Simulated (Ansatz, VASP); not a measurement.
**S in VASP and in Ansatz**

Contents of INCAR:

```
SYSTEM = S
PREC = Accurate ; ENCUT = 520
EDIFF = 1E-6 ; ISMEAR = -1
SIGMA = 0.1 ; LREAL = .FALSE.
LASPH = .TRUE. ; NELM = 100
ALGO = Normal ; ISIF = 2
LWAVE = .FALSE. ; LCHARG = .FALSE.
GGA = PE ; NBANDS = 13
```

KPOINTS

```
regular mesh
0
G
  15 15 8
  0 0 0
```

POSCAR

```
S
1.0
    2.8223470903      0.0000000000      0.0000000000
   -1.4111735451      2.4442242785      0.0000000000
    0.0000000000      0.0000000000      3.3609065177
S
2
Direct
    0.3333333333      0.6666666667      0.2500000000
    0.6666666667      0.3333333333      0.7500000000
```

Input for Ansatz:

```yaml
crystal:
  lattice:
    - [2.8223470903, 0.0, 0.0]
    - [-1.4111735451, 2.4442242785, 0.0]
    - [0.0, 0.0, 3.3609065177]
  atoms:
    - { symbol: S, position: [0.3333333333, 0.6666666667, 0.25] }
    - { symbol: S, position: [0.6666666667, 0.3333333333, 0.75] }
kpoints:
  mp_grid: { grid: [15, 15, 8] }
scf:
  occupations: { method: fermi_dirac, width: 0.1 }
hamiltonian:
  xc: pbe
  pseudopotentials: { kind: all_electron, lapw: { basis_error: 0.001 } }
output:
  forces: true
  stress: true
  eigenvalues: true
  populations: true
```

Change from the starting cell: volume scaled by 0.68, LAPW.

Alike in both runs: task single point; functional PBE; k mesh 15 × 15 × 8; occupations fermi-dirac, width 0.1 eV; no spin polarisation.

|  | VASP | Ansatz |
| --- | --- | --- |
| version | VASP 6.6.1 | Ansatz 0.2.0 |
| potentials or method | VASP PAW PBE potentials, release 64 (S) | all-electron LAPW, scalar-relativistic |
| plane-wave cutoff (eV) | 520 | see its input |

```tsv
	VASP	Ansatz	Ansatz less VASP
pressure (GPa)	54.6	55.4	+0.77
largest component of the traceless stress (GPa)	0.12	0.09	-0.029
```

Ansatz ran all-electron here, so the differences hold the error of VASP's frozen core and of both bases.

Caveats: so large a pressure means that the cell lies far from this level's equilibrium, or that cutoff or potentials fall short (VASP).
